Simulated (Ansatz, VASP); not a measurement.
Two plane-wave programs on Ca

```
Ca
1.0
     0.00000    2.79420    2.79420
     2.94090    0.00000    2.79420
     2.94090    2.79420    0.00000
Ca
1
Direct
  0.00000 0.00000 0.00000
```

Change from the starting cell: strain +0.0525 x Voigt [1, 0, 0, 0, 0, 0], atoms carried along.

Alike in both runs: task single point; functional PBEsol; k mesh 14 × 14 × 14; occupations gaussian, width 0.15 eV; no spin polarisation.

|  | VASP | Ansatz |
| --- | --- | --- |
| version | VASP 6.6.1 | Ansatz 0.2.0 |
| potentials or method | VASP PAW PBE potentials, release 64 (Ca_sv) | scalar-relativistic, plane waves, PAW |
| plane-wave cutoff (eV) | 520 | 420 |
| valence electrons in the cell | 10 | 10 |

```tsv
	VASP	Ansatz	Ansatz less VASP
gap on the k mesh at the Fermi level (eV)	none	none	-
pressure (GPa)	-1.8	-1.8	+0.01
largest component of the traceless stress (GPa)	0.32	0.32	0.000
```

A gap of «none» marks a metal or a gap that the smearing closes. The functional is the same, so the differences come from potentials, cutoffs and numerics.

Caveats: the PAW data sets were made with another functional, which shifts forces and pressure a little (VASP).
